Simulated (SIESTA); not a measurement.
Ga under changes of volume

One of the cells (19.595 Å³/atom); the others are scaled copies at fixed shape and fractional positions:

```xyz
4
Lattice="2.2615 -3.8305 0.0000 2.2615 3.8305 0.0000 0.0000 0.0000 4.5240" Properties=species:S:1:pos:R:3 pbc="T T T"
Ga    2.2615    1.1867    1.8956
Ga    2.2615    2.6438    4.1576
Ga    2.2615   -1.1867    2.6284
Ga    2.2615   -2.6438    0.3664
```

```yaml
Program: SIESTA 5.4.2
Functional: LDA
Potentials_or_basis: PseudoDojo 0.4 standard (LDA files)
Basis: DZP (energy shift 0.003 Ry; two zetas on semicore shells)
Grid_cutoff: 800 Ry
Energy_shift: 0.003 Ry
k_mesh: 7 × 7 × 6
Occupations: fermi-dirac, width 0.05 eV
Spin: no spin polarisation
```

```csv
volume (Å³/atom),energy over the lowest point (meV/atom),pressure (GPa),largest force (eV/Å)
18.419,0.00,-0.7,0.129
18.811,3.36,-2.0,0.128
19.203,9.84,-3.2,0.125
19.595,18.98,-4.2,0.121
19.987,?,?,?
20.379,43.64,-5.8,0.108
20.771,58.48,-6.4,0.101
```

Task: What does the run at 19.987 Å³/atom give?

Result: Energy over the lowest point 30.38 meV/atom; pressure -5.0 GPa; largest force 0.116 eV/Å.

Worked out: A Birch-Murnaghan fit of order 3 (a polynomial in V^(-2/3)) to the other rows has its minimum at 18.25 Å³/atom, just outside them, with B0 = V·E''(V) = 75 GPa and B' = 6.4 at fixed shape and positions, which overstates the stiffness. It gives 30.37 meV/atom at 19.987 Å³/atom, against the run's 30.38, and -dE/dV = -5.1 GPa, against -5.0.

Energies are extrapolated to zero smearing.

Caveats: the basis of atomic orbitals isn't converged, which shifts pressures, moduli and gaps.
